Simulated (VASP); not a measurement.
# Li (I4/mmm) in VASP: notebook

The runs below take Li through single point, with LDA.

Program: VASP 6.6.1. These are calculated values, not measurements. Logs are shortened: lines on timing, memory, paths and dates and some standing lists are left out, and cuts for length are marked.

### Step 1. The cell of the first run

Symmetry: I4/mmm, No. 139, tetragonal system. The conventional cell has a = 3.220 Å, b = 3.220 Å, c = 3.780 Å, α = 90.00°, β = 90.00°, γ = 90.00°. Around Li (site symmetry 4/mmm) lie 12 Li at 2.96 to 3.22 Å.

This isn't the form of Li at room conditions, which is bcc.

### Step 2. Single point, LDA (strain -0.080 along x and y, +0.080 along z, atoms carried along)

The input, INCAR:

```
PREC = Accurate
ENCUT = 520
EDIFF = 1E-6
ISMEAR = 0
SIGMA = 0.15
LREAL = False
LASPH = True
NELM = 100
ALGO = Normal
ISIF = 2
LWAVE = False
LCHARG = False
GGA = CA
NBANDS = 8
```

The input, KPOINTS:

```
regular mesh
0
Gamma
  20 20 20
```

The input, POSCAR:

```
Li
1.0
   -1.6100000000      1.6100000000      1.8900000000
    1.6100000000     -1.6100000000      1.8900000000
    1.6100000000      1.6100000000     -1.8900000000
Li
1
Direct
    0.0000000000      0.0000000000      0.0000000000
```

Potentials or basis: VASP PAW LDA potentials, release 64 (Li_sv).

Command:

```bash
> cat potpaw_LDA.64/Li_sv/POTCAR > POTCAR
> mpirun -np 1 vasp_std > vasp.out
```

OUTCAR:

```text
PREC = Accurate
   ENCUT = 520
   EDIFF = 1E-6
   ISMEAR = 0
   LREAL = False
   LASPH = True
   NELM = 100
   ISIF = 2
   GGA = CA

 ion  position               nearest neighbor table
   1  0.000  0.000  0.000-

  LATTYP: Found a body centered tetragonal cell.
 ALAT       =     3.2200000000
 C/A-ratio  =     1.1739130435

  Lattice vectors:

 A1 = (  -1.6100000000,   1.6100000000,   1.8900000000)
 A2 = (   1.6100000000,  -1.6100000000,   1.8900000000)
 A3 = (   1.6100000000,   1.6100000000,  -1.8900000000)

Analysis of symmetry for initial positions (statically):
=====================================================================
 Subroutine PRICEL returns:
 Original cell was already a primitive cell.

 Routine SETGRP: Setting up the symmetry group for a
 body centered tetragonal supercell.

 Subroutine GETGRP returns: Found 16 space group operations
 (whereof 16 operations were pure point group operations)
 out of a pool of 16 trial point group operations.

The static configuration has the point symmetry D_4h.

Analysis of symmetry for dynamics (positions and initial velocities):
=====================================================================
 Subroutine PRICEL returns:
 Original cell was already a primitive cell.

 Routine SETGRP: Setting up the symmetry group for a
 body centered tetragonal supercell.

 Subroutine GETGRP returns: Found 16 space group operations
 (whereof 16 operations were pure point group operations)
 out of a pool of 16 trial point group operations.

The dynamic configuration has the point symmetry D_4h.

 Subroutine INISYM returns: Found 16 space group operations
 (whereof 16 operations are pure point group operations),
 and found     1 'primitive' translations

----------------------------------------------------------------------------------------

                                     Primitive cell

  volume of cell :      19.5963

  direct lattice vectors                    reciprocal lattice vectors
    -1.610000000  1.610000000  1.890000000     0.000000000  0.310559006  0.264550265
     1.610000000 -1.610000000  1.890000000     0.310559006  0.000000000  0.264550265
     1.610000000  1.610000000 -1.890000000     0.310559006  0.310559006  0.000000000

  length of vectors
     2.959104594  2.959104594  2.959104594     0.407962914  0.407962914  0.439196759

  position of ions in fractional coordinates (direct lattice)
[... 80 lines left out ...]
   NSW    =      0    number of steps for IOM
   IBRION =     -1    ionic relax: 0-MD 1-quasi-New 2-CG
   NFREE  =      0    steps in history (QN), initial steepest desc. (CG)
   ISIF   =      2    stress and relaxation
   ISYM   =      2    0-nonsym 1-usesym 2-fastsym
   POTIM  = 0.5000    time-step for ionic-motion
   TEBEG  =    0.0;   TEEND  =   0.0 temperature during run
   PSTRESS=    0.0 pullay stress
   NELECT =       3.0000    total number of electrons
   NUPDOWN=      -1.0000    fix difference up-down
   EMIN   =  10.00;   EMAX   =-10.00  energy-range for DOS
   EFERMI =   0.00;   METHOD = LEGACY
   ISMEAR =     0;   SIGMA  =   0.15  broadening in eV -4-tet -1-fermi 0-gaus
   EFERMI_NEDOS =   21; number of points for ismear=-14 and -15
   IALGO  =     38    algorithm
   IMIX   =      4    mixing-type and parameters
     AMIX     =   0.40;   BMIX     =  1.00
     AMIX_MAG =   1.60;   BMIX_MAG =  1.00
  volume/ion in A,a.u.               =      19.60       132.24
  Fermi-wavevector in a.u.,A,eV,Ry     =   0.875771  1.654968 10.435335  0.766975
  Thomas-Fermi vector in A             =   1.995489
   LORBIT       =      0    0 simple, 1 ext, 2 COOP (PROOUT), +10 PAW based schemes
   GGA     = CA    functional components
   LHFCALC =     F    Hartree Fock is set to
   AEXX    =    0.0000 exact exchange contribution
   IVDW    =     0    specifies the selected vdW correction
   LEPSILON=     F    determine dielectric tensor
   LRPA    =     F    only Hartree local field effects (RPA)
 non-spin polarized calculation
 Gauss-broadening in eV      SIGMA  =   0.15
  energy-cutoff  :      520.00
  volume of cell :       19.60
 maximum number of plane-waves:       540
 NGX is ok and might be reduce to    24
   NGX = 11   NGY = 11   NGZ = 11

 number of electron       2.9999995 magnetization

 Free energy of the ion-electron system (eV)
  ---------------------------------------------------
  ext. energy  EPLUGINS =         0.00000000
  ---------------------------------------------------
  free energy    TOTEN  =        -2.04710173 eV

  energy without entropy =       -2.04195346  energy(sigma->0) =       -2.04452760

 E-fermi :   0.6983     XC(G=0):  -7.2298

 val. band max:        0.6975249304   @ k =   0.5000   0.2500   0.0500
 cond. band min:       0.7211270070   @ k =  -0.1500  -0.4500   0.1500
 fundamental gap:      0.0236020766
 Fermi energy:         0.6983389361

 k-point     1 :       0.0000    0.0000    0.0000
  band No.  band energies     occupation
      1     -44.8803      2.00000
      2      -2.8387      2.00000
      3      15.0677      0.00000
      4      15.3526      0.00000
      5      15.3526      0.00000
      6      19.5474      0.00000
      7      19.5474      0.00000
      8      20.1566      0.00000
[... 243 lines left out ...]
 k-point    24 :      -0.3500    0.0500   -0.0000
  band No.  band energies     occupation
      1     -44.8625      2.00000
      2      -0.8683      2.00000
      3       6.8157      0.00000
      4      12.5292      0.00000
      5      13.5113      0.00000
      6      16.7905      0.00000
      7      18.2647      0.00000
      8      20.2959      0.00000

 [... further k-points ...]

------------------------ aborting loop because EDIFF is reached ----------------------------------------

  FORCE on cell =-STRESS in cart. coord.  units (eV):
  Direction    XX          YY          ZZ          XY          YZ          ZX
  --------------------------------------------------------------------------------------
  -------------------------------------------------------------------------------------
  Total       -0.0712693     -0.0712693     -0.0615168      0.0000000      0.0000000      0.0000000
  in kB       -5.8269259     -5.8269259     -5.0295695      0.0000000      0.0000000      0.0000000
  external PRESSURE =      -5.5611404 kB  Pullay stress =       0.0000000 kB

 VOLUME and BASIS-vectors are now :
 -----------------------------------------------------------------------------
  energy-cutoff  :      520.00
  volume of cell :       19.60
      direct lattice vectors                 reciprocal lattice vectors
    -1.610000000  1.610000000  1.890000000     0.000000000  0.310559006  0.264550265
     1.610000000 -1.610000000  1.890000000     0.310559006  0.000000000  0.264550265
     1.610000000  1.610000000 -1.890000000     0.310559006  0.310559006  0.000000000

 POSITION                                       TOTAL-FORCE (eV/Angst)
 -----------------------------------------------------------------------------------
      0.00000      0.00000      0.00000        -0.000000      0.000000      0.000000
 -----------------------------------------------------------------------------------
    total drift:                                0.000000      0.000000      0.000000

  FREE ENERGIE OF THE ION-ELECTRON SYSTEM (eV)
  ---------------------------------------------------
  free  energy   TOTEN  =        -2.0471017289 eV

  energy  without entropy=       -2.0419534640  energy(sigma->0) =       -2.04452760
```

OSZICAR:

```text
N       E                     dE             d eps       ncg     rms          rms(c)
DAV:   1    -0.213227978797E+00   -0.21323E+00   -0.70206E+02 10384   0.254E+02
DAV:   2    -0.201984669183E+01   -0.18066E+01   -0.17494E+01 15040   0.346E+01
DAV:   3    -0.204816664868E+01   -0.28320E-01   -0.28274E-01 11456   0.319E+00
DAV:   4    -0.204849934204E+01   -0.33269E-03   -0.33268E-03 15600   0.304E-01
DAV:   5    -0.204850027011E+01   -0.92807E-06   -0.92798E-06 11792   0.121E-02    0.207E-01
DAV:   6    -0.204755482948E+01    0.94544E-03   -0.41302E-04 16352   0.801E-02    0.118E-01
DAV:   7    -0.204709983820E+01    0.45499E-03   -0.91584E-04 16192   0.121E-01    0.308E-02
DAV:   8    -0.204710150315E+01   -0.16649E-05   -0.13635E-05 11328   0.299E-02    0.131E-03
DAV:   9    -0.204710172891E+01   -0.22576E-06   -0.57127E-07 10272   0.634E-03
   1 F= -.20471017E+01 E0= -.20445276E+01  d E =-.514826E-02
```

stdout:

```text
POSCAR found type information on POSCAR Li
 POSCAR found :  1 types and       1 ions
 scaLAPACK will be used
 LDA part: xc-table for (Slater(with rela. corr.)+CA(PZ))
 , standard interpolation
 POSCAR, INCAR and KPOINTS ok, starting setup
 FFT: planning ... GRIDC
 FFT: planning ... GRID_SOFT
 FFT: planning ... GRID
 WAVECAR not read
 entering main loop
```

Wall time 23 s (1 thread of Intel Xeon Platinum 8488C (Sapphire Rapids), shared host); peak memory 0.18 GiB.

What came out:

```yaml
Free_energy: -2.0471 eV
Band_gap_on_the_k_mesh: none (metal or under the smearing width)
```

Caveat: the cutoff is under 1.25 times the usual one of these potentials, so pressure, stress and relaxed cells hold a basis-set (Pulay) error.

### Step 3. Single point, LDA (strain +0.080 along x and y, +0.000 along z, atoms carried along)

The input, INCAR:

```
PREC     = Accurate       # precision mode
ENCUT    = 520            # plane-wave cutoff, eV
EDIFF    = 1E-6           # SCF threshold, eV
ISMEAR   = 0              # smearing method
SIGMA    = 0.15           # smearing width, eV
LREAL    = F              # projectors in reciprocal space
LASPH    = T              # aspherical terms in the spheres
NELM     = 100            # most SCF steps
ALGO     = Fast           # electronic algorithm
ISIF     = 2              # what is computed and relaxed
LWAVE    = F              # write WAVECAR
LCHARG   = F              # write CHGCAR
NBANDS   = 8              # bands
```

KPOINTS is that of step 2.

The input, POSCAR:

```
Li
1.0
   -1.8900000000      1.8900000000      1.7500000000
    1.8900000000     -1.8900000000      1.7500000000
    1.8900000000      1.8900000000     -1.7500000000
Li
1
Direct
    0.0000000000      0.0000000000      0.0000000000
```

Potentials or basis: VASP PAW LDA potentials, release 64 (Li_sv).

Command:

```bash
> cat potpaw_LDA.64/Li_sv/POTCAR > POTCAR
> mpirun -np 1 vasp_std > vasp.out
```

OUTCAR:

```text
PREC = Accurate
   ENCUT = 520
   EDIFF = 1E-6
   ISMEAR = 0
   LREAL = F
   LASPH = T
   NELM = 100
   ISIF = 2

 ion  position               nearest neighbor table
   1  0.000  0.000  0.000-

  LATTYP: Found a body centered tetragonal cell.
 ALAT       =     3.7800000000
 C/A-ratio  =     0.9259259259

  Lattice vectors:

 A1 = (  -1.8900000000,   1.8900000000,   1.7500000000)
 A2 = (   1.8900000000,  -1.8900000000,   1.7500000000)
 A3 = (   1.8900000000,   1.8900000000,  -1.7500000000)

Analysis of symmetry for initial positions (statically):
=====================================================================
 Subroutine PRICEL returns:
 Original cell was already a primitive cell.

 Routine SETGRP: Setting up the symmetry group for a
 body centered tetragonal supercell.

 Subroutine GETGRP returns: Found 16 space group operations
 (whereof 16 operations were pure point group operations)
 out of a pool of 16 trial point group operations.

The static configuration has the point symmetry D_4h.

Analysis of symmetry for dynamics (positions and initial velocities):
=====================================================================
 Subroutine PRICEL returns:
 Original cell was already a primitive cell.

 Routine SETGRP: Setting up the symmetry group for a
 body centered tetragonal supercell.

 Subroutine GETGRP returns: Found 16 space group operations
 (whereof 16 operations were pure point group operations)
 out of a pool of 16 trial point group operations.

The dynamic configuration has the point symmetry D_4h.

 Subroutine INISYM returns: Found 16 space group operations
 (whereof 16 operations are pure point group operations),
 and found     1 'primitive' translations

----------------------------------------------------------------------------------------

                                     Primitive cell

  volume of cell :      25.0047

  direct lattice vectors                    reciprocal lattice vectors
    -1.890000000  1.890000000  1.750000000     0.000000000  0.264550265  0.285714286
     1.890000000 -1.890000000  1.750000000     0.264550265  0.000000000  0.285714286
     1.890000000  1.890000000 -1.750000000     0.264550265  0.264550265  0.000000000

  length of vectors
     3.194792638  3.194792638  3.194792638     0.389383481  0.389383481  0.374130572

  position of ions in fractional coordinates (direct lattice)
     0.000000000  0.000000000  0.000000000

  ion indices of the primitive-cell ions
   primitive index   ion index
                 1           1

----------------------------------------------------------------------------------------

 KPOINTS: regular mesh

Automatic generation of k-mesh.
 Grid dimensions read from file:
 generate k-points for:   20   20   20

 Generating k-lattice:

  Cartesian coordinates                     Fractional coordinates (reciprocal lattice)
     0.000000000  0.013227513  0.014285714     0.050000000  0.000000000  0.000000000
     0.013227513  0.000000000  0.014285714     0.000000000  0.050000000  0.000000000
     0.013227513  0.013227513  0.000000000     0.000000000  0.000000000  0.050000000

  Length of vectors
     0.019469174  0.019469174  0.018706529

  Shift w.r.t. Gamma in fractional coordinates (k-lattice)
     0.000000000  0.000000000  0.000000000

 Subroutine IBZKPT returns following result:
 ===========================================

 Found    641 irreducible k-points:

 Following reciprocal coordinates:
            Coordinates               Weight
  0.000000  0.000000  0.000000      1.000000
  0.050000  0.000000  0.000000      8.000000
  0.100000  0.000000 -0.000000      8.000000
  0.150000 -0.000000  0.000000      8.000000
  0.200000  0.000000 -0.000000      8.000000
  0.250000 -0.000000  0.000000      8.000000
[... 16 lines left out ...]
 -0.400000  0.050000  0.000000     16.000000
 -0.350000  0.050000  0.000000     16.000000
 [... further k-points ...]
   k-points           NKPTS =    641   k-points in BZ     NKDIM =    641   number of bands    NBANDS=      8
   number of dos      NEDOS =    301   number of ions     NIONS =      1
   total plane-waves  NPLWV =  13824
   dimension x,y,z NGX =    24 NGY =   24 NGZ =   24
   dimension x,y,z NGXF=    48 NGYF=   48 NGZF=   48
   ions per type =               1
   NGX,Y,Z   is equivalent  to a cutoff of  12.49, 12.49, 12.49 a.u.
   NGXF,Y,Z  is equivalent  to a cutoff of  24.98, 24.98, 24.98 a.u.
 SYSTEM =  unknown system
   PREC   = accura    normal or accurate (medium, high low for compatibility)
   ISTART =      0    job   : 0-new  1-cont  2-samecut
   ICHARG =      2    charge: 1-file 2-atom 10-const
   ISPIN  =      1    spin polarized calculation?
   LNONCOLLINEAR =      F non collinear calculations
   LSORBIT =      F    spin-orbit coupling
   LASPH  =      T    aspherical Exc in radial PAW
   ENCUT  =  520.0 eV  38.22 Ry    6.18 a.u.   5.94  5.94  5.94*2*pi/ulx,y,z
   NELM   =    100;   NELMIN=  2; NELMDL= -5     # of ELM steps
   EDIFF  = 0.1E-05   stopping-criterion for ELM
   LREAL  =      F    real-space projection
   EDIFFG = 0.1E-04   stopping-criterion for IOM
   NSW    =      0    number of steps for IOM
   IBRION =     -1    ionic relax: 0-MD 1-quasi-New 2-CG
   NFREE  =      0    steps in history (QN), initial steepest desc. (CG)
   ISIF   =      2    stress and relaxation
   ISYM   =      2    0-nonsym 1-usesym 2-fastsym
   POTIM  = 0.5000    time-step for ionic-motion
   TEBEG  =    0.0;   TEEND  =   0.0 temperature during run
   PSTRESS=    0.0 pullay stress
   NELECT =       3.0000    total number of electrons
   NUPDOWN=      -1.0000    fix difference up-down
   EMIN   =  10.00;   EMAX   =-10.00  energy-range for DOS
   EFERMI =   0.00;   METHOD = LEGACY
   ISMEAR =     0;   SIGMA  =   0.15  broadening in eV -4-tet -1-fermi 0-gaus
   EFERMI_NEDOS =   21; number of points for ismear=-14 and -15
   IALGO  =     68    algorithm
   IMIX   =      4    mixing-type and parameters
     AMIX     =   0.40;   BMIX     =  1.00
     AMIX_MAG =   1.60;   BMIX_MAG =  1.00
  volume/ion in A,a.u.               =      25.00       168.74
  Fermi-wavevector in a.u.,A,eV,Ry     =   0.807436  1.525833  8.870355  0.651953
  Thomas-Fermi vector in A             =   1.916055
   LORBIT       =      0    0 simple, 1 ext, 2 COOP (PROOUT), +10 PAW based schemes
   GGA     = CA    functional components
   LHFCALC =     F    Hartree Fock is set to
   AEXX    =    0.0000 exact exchange contribution
   IVDW    =     0    specifies the selected vdW correction
   LEPSILON=     F    determine dielectric tensor
   LRPA    =     F    only Hartree local field effects (RPA)
 non-spin polarized calculation
 RMM-DIIS sequential band-by-band and
 Gauss-broadening in eV      SIGMA  =   0.15
  energy-cutoff  :      520.00
  volume of cell :       25.00
 maximum number of plane-waves:       692
   NGX = 11   NGY = 11   NGZ = 11

 number of electron       3.0000004 magnetization

 Free energy of the ion-electron system (eV)
  ---------------------------------------------------
  ext. energy  EPLUGINS =         0.00000000
  ---------------------------------------------------
  free energy    TOTEN  =        -1.98807252 eV

  energy without entropy =       -1.98266761  energy(sigma->0) =       -1.98537006

 E-fermi :   0.0715     XC(G=0):  -6.6357

 val. band max:        0.0529383383   @ k =   0.5000   0.4000  -0.0000
 cond. band min:       0.0856820019   @ k =  -0.4500   0.4500   0.1000
 fundamental gap:      0.0327436636
 Fermi energy:         0.0714880582

 k-point     1 :       0.0000    0.0000    0.0000
  band No.  band energies     occupation
      1     -45.9529      2.00000
      2      -3.1612      2.00000
      3      12.1860      0.00000
      4      12.1860      0.00000
      5      12.6747      0.00000
      6      15.9431      0.00000
      7      17.2219      0.00000
      8      17.5970      0.00000
[... 243 lines left out ...]
 k-point    24 :      -0.3500    0.0500    0.0000
  band No.  band energies     occupation
      1     -45.9461      2.00000
      2      -1.2935      2.00000
      3       5.9300      0.00000
      4       8.9076      0.00000
      5      10.1085      0.00000
      6      12.8999      0.00000
      7      14.4811      0.00000
      8      18.4843      0.00000

 [... further k-points ...]

------------------------ aborting loop because EDIFF is reached ----------------------------------------

  FORCE on cell =-STRESS in cart. coord.  units (eV):
  Direction    XX          YY          ZZ          XY          YZ          ZX
  --------------------------------------------------------------------------------------
  -------------------------------------------------------------------------------------
  Total       -0.4303921     -0.4303921     -0.3963388      0.0000000      0.0000000      0.0000000
  in kB      -27.5773940    -27.5773940    -25.3954269      0.0000000      0.0000000      0.0000000
  external PRESSURE =     -26.8500716 kB  Pullay stress =       0.0000000 kB

 VOLUME and BASIS-vectors are now :
 -----------------------------------------------------------------------------
  energy-cutoff  :      520.00
  volume of cell :       25.00
      direct lattice vectors                 reciprocal lattice vectors
    -1.890000000  1.890000000  1.750000000     0.000000000  0.264550265  0.285714286
     1.890000000 -1.890000000  1.750000000     0.264550265  0.000000000  0.285714286
     1.890000000  1.890000000 -1.750000000     0.264550265  0.264550265  0.000000000

 POSITION                                       TOTAL-FORCE (eV/Angst)
 -----------------------------------------------------------------------------------
      0.00000      0.00000      0.00000        -0.000000      0.000000     -0.000000
 -----------------------------------------------------------------------------------
    total drift:                               -0.000000      0.000000     -0.000000

  FREE ENERGIE OF THE ION-ELECTRON SYSTEM (eV)
  ---------------------------------------------------
  free  energy   TOTEN  =        -1.9880725199 eV

  energy  without entropy=       -1.9826676098  energy(sigma->0) =       -1.98537006
```

Wall time 37 s (1 thread of Intel Xeon Platinum 8488C (Sapphire Rapids), shared host); peak memory 0.19 GiB.

What came out:

| Quantity | Value |
| --- | --- |
| Free energy | -1.9881 eV |
| Band gap on the k mesh | none (metal or under the smearing width) |

Caveat: the cutoff is under 1.25 times the usual one of these potentials, so pressure, stress and relaxed cells hold a basis-set (Pulay) error.

[end of part 1 of 2]
